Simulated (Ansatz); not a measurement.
**GaN under changes of volume**

One of the cells (11.564 Å³/atom); the others are scaled copies at fixed shape and fractional positions:

```xyz
8
Lattice="3.2115 0.0000 0.0000 -1.6058 2.7813 0.0000 0.0000 0.0000 10.3568" Properties=species:S:1:pos:R:3 pbc="T T T"
Ga    0.0000    0.0000    8.1391
Ga    1.6058    0.9271    0.3868
Ga    0.0000    1.8542    5.5652
Ga    0.0000    0.0000    2.9607
N     0.0000    0.0000    0.9636
N     1.6058    0.9271    3.5601
N     0.0000    0.0000    6.1420
N     0.0000    1.8542    8.7385
```

The cell is a database's computed one.

- Program: Ansatz 0.2.0
- Functional: PBE
- Potentials or basis: Ansatz PAW
- Cutoff: 420 eV (not typed: the program's choice for these potentials)
- k mesh: 10 × 10 × 3
- Occupations: fermi-dirac, width 0.05 eV
- Spin: no spin polarisation

| volume (Å³/atom) | energy over the lowest point (meV/atom) | pressure (GPa) | gap on the mesh (eV) | largest force (eV/Å) |
| --- | --- | --- | --- | --- |
| 10.870 | ? | ? | ? | ? |
| 11.101 | 10.11 | 7.4 | 1.11 | 0.599 |
| 11.332 | 2.34 | 3.4 | 0.96 | 0.456 |
| 11.564 | 0.00 | -0.1 | 0.81 | 0.325 |
| 11.795 | 2.55 | -3.3 | 0.67 | 0.223 |
| 12.026 | 9.42 | -6.2 | 0.54 | 0.237 |
| 12.257 | 20.22 | -8.7 | 0.41 | 0.250 |

Question: What does the run at 10.870 Å³/atom give?

Answer: Energy over the lowest point 23.93 meV/atom; pressure 11.8 GPa; gap on the mesh 1.27 eV; largest force 0.753 eV/Å.

Worked out: A Birch-Murnaghan fit of order 3 (a polynomial in V^(-2/3)) to the other rows has its minimum at 11.55 Å³/atom with B0 = V·E''(V) = 169 GPa and B' = 4.5 at fixed shape and positions, which overstates the stiffness. It gives 23.94 meV/atom at 10.870 Å³/atom, against the run's 23.93, and -dE/dV = 11.9 GPa, against 11.8. A straight line through the other rows of the gap, of slope -7.07 eV per unit of ln V (its deformation potential), extrapolates to 1.25 eV, against the run's 1.27.

Energies are extrapolated to zero smearing.

Caveats: odd divisions of the mesh miss points on the zone boundary, where band edges often lie, so the gap on the mesh can be too wide.

Spin-orbit coupling on Ga is left out.
